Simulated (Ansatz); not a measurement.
**C (P6_3/mmc): how far a G0W0 gap depends on its settings, part 1 of 2**

How well converged is a G0W0 gap of C built on the lonsdaleite prototype?

The runs shown are made with Ansatz 0.2.0. G0W0, plane waves. (Simulation; spin polarisation is off.)

### 1 The structure to begin with

The cell was relaxed beforehand with r2SCAN.

Space group P6_3/mmc (No. 194), hexagonal; a = 2.503 Å, c = 4.169 Å in the conventional setting, 5.66 Å³ an atom. C has 4 C at 1.54–1.56 Å.

As a file:

Space group P6_3/mmc (No. 194). a = 2.503 Å, b = 2.503 Å, c = 4.169 Å, α = 90.00°, β = 90.00°, γ = 120.00°
```
atom  site  symmetry       x       y       z
   C    4f       3m.  0.3333  0.6667  0.5627
```

### 2 36 empty bands, 80 eV

Contents of input.yaml:

```yaml
crystal:
  lattice:
    - [2.5031953733, 0.0, 0.0]
    - [-1.2515976866, 2.1678307839, 0.0]
    - [0.0, 0.0, 4.1688692751]
  atoms:
    - { symbol: C, position: [0.3333333333, 0.6666666667, 0.0002313174] }
    - { symbol: C, position: [0.6666666667, 0.3333333333, 0.5002313174] }
    - { symbol: C, position: [0.3333333333, 0.6666666667, 0.3747686826] }
    - { symbol: C, position: [0.6666666667, 0.3333333333, 0.8747686826] }
kpoints:
  mp_grid: { grid: [6, 6, 4] }
hamiltonian:
  xc: pbe
scf:
  occupations: { method: fixed }
gw:
  n_empty_bands: 36
  ecut_chi: 80
  qp_bands: [v2, c2]
  qp_kpoints: band_edges
  screening: { model: contour_deformation }
```

Run with:

```sh
> ansatz run input.yaml --threads 2 --pin off --max-ram 3686MiB --backend cpu --events-out ev --progress --plain --runs-dir out
```

Log, cut to the lines that bear on the results:

```text
Warning: RAYON_NUM_THREADS=2 ignored (pool sized by the plan → 2); use --threads N
[...]
Pseudopotentials: kind: paw
Pseudopotential: C, paw, valence charge 4, recommended cutoff 420 eV (normal), C.paw.azcp
Functional definition: PBE
[...]
Crystal: 4 atoms, lattice volume = 22.622 Å³
Basis set: ecut = 420 eV, 427 PW (Γ)
Bands: 12, of which v1, the nominal top of the filled ones, is band 8 counted from 1 (7 counted from 0)
Symmetry: 24 space group operations
Space group: P63/mmc (ITA 194), of the structure as read, at distance tolerance 2.8e-5 Å
k-points: 21 of 144
[...]
SCF iter   1: F=—  HF=-1003.119937 eV  |F-HF|=—  |Δ(HF+E_count)|=         —  Δρ=4.15e-3  dr2=1.82e-3  ethr=1.77e-3  ⟨swp⟩=4.6  Hψ=1287  notcnv=0  defer=31
[...]
SCF iter   6: F=-1003.119474 eV  HF=-1003.119474 eV  |F-HF|=1.73e-11  |Δ(HF+E_count)|=  4.82e-10  Δρ=6.05e-7  dr2=4.82e-11  ethr=2.44e-11  ⟨swp⟩=3.1  Hψ=1087  notcnv=0
[...]
NSCF: frozen V_eff on 21 k-points
G₀W₀ screening: q 1/21
G₀W₀ screening: q 2/21 (q-point 17)
G₀W₀ screening: q 3/21 (q-point 5)
G₀W₀ screening: q 4/21 (q-point 8)
G₀W₀ screening: q 5/21 (q-point 14)
G₀W₀ screening: q 6/21 (q-point 16)
G₀W₀ screening: q 7/21 (q-point 18)
G₀W₀ screening: q 8/21 (q-point 4)
G₀W₀ screening: q 9/21 (q-point 6)
G₀W₀ screening: q 10/21 (q-point 7)
G₀W₀ screening: q 11/21 (q-point 9)
G₀W₀ screening: q 12/21 (q-point 11)
G₀W₀ screening: q 13/21
G₀W₀ screening: q 14/21 (q-point 15)
G₀W₀ screening: q 15/21 (q-point 20)
[...]
     9     8     10.5027   -20.9167     3.3595   -17.3331  0.8219    10.2784    10.2787  root
     9     9     18.1700    -9.2117    -4.6109   -14.8612  0.8438    19.2133    19.2087  root
     9    10     21.7605    -7.7994    -5.1759   -14.1895  0.8344    22.9831    22.9748  root
    11     7      8.8222   -21.1296     3.7301   -17.0136  0.8147     8.4355     8.4363  root
    11     8      8.8222   -21.1296     3.7301   -17.0136  0.8147     8.4355     8.4363  root
    11     9     19.5728    -9.0704    -4.8605   -15.1198  0.8395    20.7685    20.7617  root
    11    10     19.5728    -9.0704    -4.8605   -15.1198  0.8395    20.7685    20.7617  root
    17     7      9.0021   -20.9700     3.6501   -16.9545  0.8161     8.6360     8.6367  root
    17     8      9.0021   -20.9700     3.6501   -16.9545  0.8161     8.6360     8.6367  root
    17     9     20.6242    -9.4998    -5.0034   -15.8468  0.8343    21.9772    21.9678  root
    17    10     20.6242    -9.4998    -5.0034   -15.8468  0.8343    21.9772    21.9678  root
    18     7      6.4316   -20.8976     4.2482   -16.0603  0.8009     5.8398     5.8425  root
    18     8      6.6109   -20.8238     4.2319   -16.0037  0.8023     6.0200     6.0226  root
    18     9     16.9794    -7.6700    -4.3625   -12.9159  0.8505    17.8658    17.8629  root
    18    10     25.3400    -9.3087    -6.7348   -18.0078  0.7914    27.3492    27.3043  root
    20     7      9.3415   -21.0075     3.5943   -17.0884  0.8175     9.0161     9.0167  root
    20     8      9.3415   -21.0075     3.5943   -17.0884  0.8175     9.0161     9.0167  root
    20     9     21.0950    -9.8546    -5.1618   -16.4441  0.8311    22.5339    22.5227  root
    20    10     21.0950    -9.8546    -5.1618   -16.4441  0.8311    22.5339    22.5227  root
```

Run time: 3.9 s. Hardware: 2 threads of an x86-64 CPU, shared host; peak memory 0.3 GiB.

On its 6×6×4 mesh the gap goes from 3.32 eV (PBE) to 4.11 eV, a shift of +0.79 eV, with 36 empty bands and a screening cutoff of 80 eV. The renormalisation factors Z of the two edge bands lie between 0.80 and 0.85.

### 3 85 empty bands, 140 eV

input.yaml: that of step 2 with these lines changed.

```diff
@@ -17,4 +17,4 @@
 gw:
-  n_empty_bands: 36
-  ecut_chi: 80
+  n_empty_bands: 85
+  ecut_chi: 140
   qp_bands: [v2, c2]
```

Run with:

```sh
> ansatz run input.yaml --threads 2 --pin off --max-ram 3686MiB --backend cpu --events-out ev --progress --plain --runs-dir out
```

Log, cut to the lines that bear on the results:

```text
Warning: RAYON_NUM_THREADS=2 ignored (pool sized by the plan → 2); use --threads N
[...]
[... 3 set-up lines as earlier in the session ...]
[...]
Crystal: 4 atoms, lattice volume = 22.622 Å³
Basis set: ecut = 420 eV, 427 PW (Γ)
Bands: 12, of which v1, the nominal top of the filled ones, is band 8 counted from 1 (7 counted from 0)
[... 2 set-up lines as earlier in the session ...]
k-points: 21 of 144
[...]
SCF iter   1: F=—  HF=-1003.119937 eV  |F-HF|=—  |Δ(HF+E_count)|=         —  Δρ=4.15e-3  dr2=1.82e-3  ethr=1.77e-3  ⟨swp⟩=4.6  Hψ=1287  notcnv=0  defer=31
[...]
SCF iter   6: F=-1003.119474 eV  HF=-1003.119474 eV  |F-HF|=1.73e-11  |Δ(HF+E_count)|=  4.82e-10  Δρ=6.05e-7  dr2=4.82e-11  ethr=2.44e-11  ⟨swp⟩=3.1  Hψ=1087  notcnv=0
[...]
    17     7      9.0021   -20.9700     3.1572   -16.9545  0.8134     8.1398     8.1439  root
    17     8      9.0021   -20.9700     3.1572   -16.9545  0.8134     8.1398     8.1439  root
    17     9     20.6242    -9.4998    -5.4450   -15.8468  0.8296    21.5304    21.5262  root
    17    10     20.6242    -9.4998    -5.4450   -15.8468  0.8296    21.5304    21.5262  root
    18     7      6.4316   -20.8976     3.8276   -16.0603  0.7992     5.4139     5.4219  root
    18     8      6.6109   -20.8238     3.8098   -16.0037  0.8009     5.5927     5.6005  root
    18     9     16.9794    -7.6700    -4.6722   -12.9159  0.8482    17.5544    17.5532  root
    18    10     25.3400    -9.3087    -7.3098   -18.0078  0.7846    26.7506    26.7292  root
    20     7      9.3415   -21.0075     3.0889   -17.0884  0.8147     8.5076     8.5113  root
    20     8      9.3415   -21.0075     3.0889   -17.0884  0.8147     8.5076     8.5113  root
    20     9     21.0950    -9.8546    -5.6231   -16.4441  0.8259    22.0665    22.0615  root
    20    10     21.0950    -9.8546    -5.6231   -16.4441  0.8259    22.0665    22.0615  root
```

Wall time 8.6 s (2 threads of an x86-64 CPU, shared host); peak memory 0.33 GiB.

On its 6×6×4 mesh the gap goes from 3.32 eV (PBE) to 4.41 eV, a shift of +1.09 eV, with 85 empty bands and a screening cutoff of 140 eV. The renormalisation factors Z of the two edge bands lie between 0.80 and 0.85.

### 4 156 empty bands, 210 eV

input.yaml: that of step 3 with these lines changed.

```diff
@@ -17,4 +17,4 @@
 gw:
-  n_empty_bands: 85
-  ecut_chi: 140
+  n_empty_bands: 156
+  ecut_chi: 210
   qp_bands: [v2, c2]
```

Run with:

```sh
> ansatz run input.yaml --threads 2 --pin off --max-ram 3686MiB --backend cpu --events-out ev --progress --plain --runs-dir out
```

Log, cut to the lines that bear on the results:

```text
Warning: RAYON_NUM_THREADS=2 ignored (pool sized by the plan → 2); use --threads N
[...]
[... 3 set-up lines as earlier in the session ...]
[...]
Crystal: 4 atoms, lattice volume = 22.622 Å³
Basis set: ecut = 420 eV, 427 PW (Γ)
Bands: 12, of which v1, the nominal top of the filled ones, is band 8 counted from 1 (7 counted from 0)
[... 2 set-up lines as earlier in the session ...]
k-points: 21 of 144
[...]
SCF iter   1: F=—  HF=-1003.119937 eV  |F-HF|=—  |Δ(HF+E_count)|=         —  Δρ=4.15e-3  dr2=1.82e-3  ethr=1.77e-3  ⟨swp⟩=4.6  Hψ=1287  notcnv=0  defer=31
[...]
SCF iter   6: F=-1003.119474 eV  HF=-1003.119474 eV  |F-HF|=1.73e-11  |Δ(HF+E_count)|=  4.82e-10  Δρ=6.05e-7  dr2=4.82e-11  ethr=2.44e-11  ⟨swp⟩=3.1  Hψ=1087  notcnv=0
[...]
    17     7      9.0021   -20.9700     2.9349   -16.9545  0.8123     7.9150     7.9215  root
    17     8      9.0021   -20.9700     2.9349   -16.9545  0.8123     7.9150     7.9215  root
    17     9     20.6242    -9.4998    -5.6361   -15.8468  0.8286    21.3376    21.3351  root
    17    10     20.6242    -9.4998    -5.6361   -15.8468  0.8286    21.3376    21.3351  root
    18     7      6.4316   -20.8976     3.6385   -16.0603  0.7984     5.2213     5.2328  root
    18     8      6.6109   -20.8238     3.6194   -16.0037  0.8000     5.3991     5.4102  root
    18     9     16.9794    -7.6700    -4.7923   -12.9159  0.8477    17.4338    17.4331  root
    18    10     25.3400    -9.3087    -7.5343   -18.0078  0.7830    26.5195    26.5047  root
    20     7      9.3415   -21.0075     2.8614   -17.0884  0.8136     8.2777     8.2837  root
    20     8      9.3415   -21.0075     2.8614   -17.0884  0.8136     8.2777     8.2837  root
    20     9     21.0950    -9.8546    -5.8244   -16.4441  0.8248    21.8633    21.8601  root
    20    10     21.0950    -9.8546    -5.8244   -16.4441  0.8248    21.8633    21.8601  root
```

It took 23 s on 2 threads of an x86-64 CPU, shared host; peak memory 0.4 GiB.

On its 6×6×4 mesh the gap goes from 3.32 eV (PBE) to 4.56 eV, a shift of +1.24 eV, with 156 empty bands and a screening cutoff of 210 eV. The renormalisation factors Z of the two edge bands lie between 0.80 and 0.85.

### 5 A finer mesh, 9×9×4

input.yaml: that of step 4 with these lines changed.

```diff
@@ -11,3 +11,3 @@
 kpoints:
-  mp_grid: { grid: [6, 6, 4] }
+  mp_grid: { grid: [9, 9, 4] }
 hamiltonian:
@@ -17,4 +17,4 @@
 gw:
-  n_empty_bands: 156
-  ecut_chi: 210
+  n_empty_bands: 36
+  ecut_chi: 80
   qp_bands: [v2, c2]
```

Run with:

```sh
> ansatz run input.yaml --threads 2 --pin off --max-ram 3686MiB --backend cpu --events-out ev --progress --plain --runs-dir out
```

Log, cut to the lines that bear on the results:

```text
Warning: RAYON_NUM_THREADS=2 ignored (pool sized by the plan → 2); use --threads N
[...]
[... 3 set-up lines as earlier in the session ...]
[...]
Crystal: 4 atoms, lattice volume = 22.622 Å³
Basis set: ecut = 420 eV, 427 PW (Γ)
Bands: 12, of which v1, the nominal top of the filled ones, is band 8 counted from 1 (7 counted from 0)
[... 2 set-up lines as earlier in the session ...]
k-points: 36 of 324
[...]
SCF iter   1: F=—  HF=-1003.130757 eV  |F-HF|=—  |Δ(HF+E_count)|=         —  Δρ=4.14e-3  dr2=1.90e-3  ethr=1.77e-3  ⟨swp⟩=4.6  Hψ=2218  notcnv=0  defer=56
[...]
SCF iter   6: F=-1003.130314 eV  HF=-1003.130314 eV  |F-HF|=3.98e-12  |Δ(HF+E_count)|=  4.16e-10  Δρ=5.38e-7  dr2=3.30e-11  ethr=2.54e-11  ⟨swp⟩=2.9  Hψ=1890  notcnv=0
[...]
    32     7      9.1767   -20.9838     3.6124   -17.0243  0.8169     8.8289     8.8295  root
    32     8      9.1767   -20.9838     3.6124   -17.0243  0.8169     8.8289     8.8295  root
    32     9     20.7942    -9.5411    -5.0575   -15.9624  0.8337    22.1678    22.1579  root
    32    10     20.7942    -9.5411    -5.0575   -15.9624  0.8337    22.1678    22.1579  root
    33     7      6.4299   -20.8884     4.2376   -16.0608  0.8008     5.8371     5.8399  root
    33     8      6.6094   -20.8265     4.2307   -16.0039  0.8021     6.0147     6.0174  root
    33     9     16.9784    -7.6856    -4.3397   -12.9170  0.8510    17.8730    17.8701  root
    33    10     25.3378    -9.3085    -6.7395   -18.0082  0.7911    27.3435    27.2979  root
    35     7      9.3397   -21.0011     3.5853   -17.0888  0.8175     9.0121     9.0127  root
    35     8      9.3397   -21.0011     3.5853   -17.0888  0.8175     9.0121     9.0127  root
    35     9     21.0934    -9.8546    -5.1589   -16.4444  0.8312    22.5354    22.5243  root
    35    10     21.0934    -9.8546    -5.1589   -16.4444  0.8312    22.5354    22.5243  root
```

Run time: 14 s. Hardware: 2 threads of an x86-64 CPU, shared host; peak memory 0.32 GiB.

On its 9×9×4 mesh the gap goes from 3.32 eV (PBE) to 4.12 eV, a shift of +0.80 eV, with 36 empty bands and a screening cutoff of 80 eV. The renormalisation factors Z of the two edge bands lie between 0.80 and 0.85.

### 6 A plasmon pole in place of the full frequency dependence

input.yaml: that of step 5 with these lines changed.

```diff
@@ -11,3 +11,3 @@
 kpoints:
-  mp_grid: { grid: [9, 9, 4] }
+  mp_grid: { grid: [6, 6, 4] }
 hamiltonian:
@@ -17,6 +17,6 @@
 gw:
-  n_empty_bands: 36
-  ecut_chi: 80
+  n_empty_bands: 85
+  ecut_chi: 140
   qp_bands: [v2, c2]
   qp_kpoints: band_edges
-  screening: { model: contour_deformation }
+  screening: { model: godby_needs }
```

Run with:

```sh
> ansatz run input.yaml --threads 2 --pin off --max-ram 3686MiB --backend cpu --events-out ev --progress --plain --runs-dir out
```

Log, cut to the lines that bear on the results:

```text
Warning: RAYON_NUM_THREADS=2 ignored (pool sized by the plan → 2); use --threads N
[...]
[... 3 set-up lines as earlier in the session ...]
[...]
Crystal: 4 atoms, lattice volume = 22.622 Å³
Basis set: ecut = 420 eV, 427 PW (Γ)
Bands: 12, of which v1, the nominal top of the filled ones, is band 8 counted from 1 (7 counted from 0)
[... 2 set-up lines as earlier in the session ...]
k-points: 21 of 144
[...]
SCF iter   1: F=—  HF=-1003.119937 eV  |F-HF|=—  |Δ(HF+E_count)|=         —  Δρ=4.15e-3  dr2=1.82e-3  ethr=1.77e-3  ⟨swp⟩=4.6  Hψ=1287  notcnv=0  defer=31
[...]
SCF iter   6: F=-1003.119474 eV  HF=-1003.119474 eV  |F-HF|=1.73e-11  |Δ(HF+E_count)|=  4.82e-10  Δρ=6.05e-7  dr2=4.82e-11  ethr=2.44e-11  ⟨swp⟩=3.1  Hψ=1087  notcnv=0
[...]
    17     7      9.0021   -20.9700     3.1975   -16.9545  0.8213     8.1818     8.1841  root
    17     8      9.0021   -20.9700     3.1975   -16.9545  0.8213     8.1818     8.1841  root
    17     9     20.6242    -9.4998    -5.4113   -15.8468  0.8352    21.5631    21.5599  root
    17    10     20.6242    -9.4998    -5.4113   -15.8468  0.8352    21.5631    21.5599  root
    18     7      6.4316   -20.8976     3.8321   -16.0603  0.8119     5.4203     5.4264  root
    18     8      6.6109   -20.8238     3.8003   -16.0037  0.8143     5.6089     5.5911  root
    18     9     16.9794    -7.6700    -4.6485   -12.9159  0.8509    17.5779    17.5769  root
    18    10     25.3400    -9.3087    -7.1835   -18.0078  0.7923    26.8383    26.8556  root
    20     7      9.3415   -21.0075     3.1330   -17.0884  0.8219     8.5532     8.5554  root
    20     8      9.3415   -21.0075     3.1330   -17.0884  0.8219     8.5532     8.5554  root
    20     9     21.0950    -9.8546    -5.5883   -16.4441  0.8324    22.1007    22.0963  root
    20    10     21.0950    -9.8546    -5.5883   -16.4441  0.8324    22.1007    22.0963  root
```

Run time: 8.4 s. Hardware: 2 threads of an x86-64 CPU, shared host; peak memory 0.38 GiB.

On its 6×6×4 mesh the gap goes from 3.32 eV (PBE) to 4.38 eV, a shift of +1.06 eV, with 85 empty bands and a screening cutoff of 140 eV. The renormalisation factors Z of the two edge bands lie between 0.81 and 0.85.

### 7 Norm-conserving pseudopotentials

input.yaml: that of step 6 with these lines changed.

```diff
@@ -14,2 +14,3 @@
   xc: pbe
+  pseudopotentials: { kind: nc }
 scf:
@@ -21,2 +22,2 @@
   qp_kpoints: band_edges
-  screening: { model: godby_needs }
+  screening: { model: contour_deformation }
```

Run with:

```sh
> ansatz run input.yaml --threads 2 --pin off --max-ram 3686MiB --backend cpu --events-out ev --progress --plain --runs-dir out
```

Log, cut to the lines that bear on the results:

```text
Warning: RAYON_NUM_THREADS=2 ignored (pool sized by the plan → 2); use --threads N
[...]
Pseudopotentials: kind: nc
Pseudopotential: C, nc, valence charge 4, recommended cutoff 1115.666836 eV (normal), C.nc.azcp
[... 1 set-up line as earlier in the session ...]
[...]
Crystal: 4 atoms, lattice volume = 22.622 Å³
Basis set: ecut = 1115.666836 eV, 1919 PW (Γ)
Bands: 12, of which v1, the nominal top of the filled ones, is band 8 counted from 1 (7 counted from 0)
[... 2 set-up lines as earlier in the session ...]
k-points: 21 of 144
[...]
SCF iter   1: F=—  HF=-656.763021 eV  |F-HF|=—  |Δ(HF+E_count)|=         —  Δρ=1.42e-1  dr2=3.26e0  ethr=3.10e-3  ⟨swp⟩=5.0  Hψ=1461  notcnv=0  defer=27
[...]
SCF iter   5: F=-655.531373 eV  HF=-655.531373 eV  |F-HF|=9.80e-8  |Δ(HF+E_count)|=   1.52e-6  Δρ=3.39e-5  dr2=6.46e-8  ethr=6.25e-10  ⟨swp⟩=6.5  Hψ=1512  notcnv=0
[...]
    17     7      9.0374   -20.9786     3.1532   -16.9584  0.8135     8.1662     8.1703  root
    17     8      9.0374   -20.9786     3.1532   -16.9584  0.8135     8.1662     8.1703  root
    17     9     20.6585    -9.4929    -5.4420   -15.8341  0.8299    21.5616    21.5576  root
    17    10     20.6585    -9.4929    -5.4420   -15.8341  0.8299    21.5616    21.5576  root
    18     7      6.4651   -20.9023     3.8244   -16.0616  0.7993     5.4407     5.4488  root
    18     8      6.6446   -20.8297     3.8066   -16.0055  0.8009     5.6190     5.6270  root
    18     9     17.0043    -7.6686    -4.6720   -12.9110  0.8483    17.5759    17.5747  root
    18    10     25.3925    -9.3011    -7.3119   -17.9936  0.7846    26.7942    26.7731  root
    20     7      9.3776   -21.0169     3.0845   -17.0925  0.8148     8.5340     8.5378  root
    20     8      9.3776   -21.0169     3.0845   -17.0925  0.8148     8.5340     8.5378  root
    20     9     21.1323    -9.8470    -5.6190   -16.4302  0.8261    22.1015    22.0966  root
    20    10     21.1323    -9.8470    -5.6190   -16.4302  0.8261    22.1015    22.0966  root
```

Wall time 19 s (2 threads of an x86-64 CPU, shared host); peak memory 0.36 GiB.

On its 6×6×4 mesh the gap goes from 3.32 eV (PBE) to 4.41 eV, a shift of +1.09 eV, with 85 empty bands and a screening cutoff of 140 eV. The renormalisation factors Z of the two edge bands lie between 0.80 and 0.85.

(Continued in part 2 of 2.)
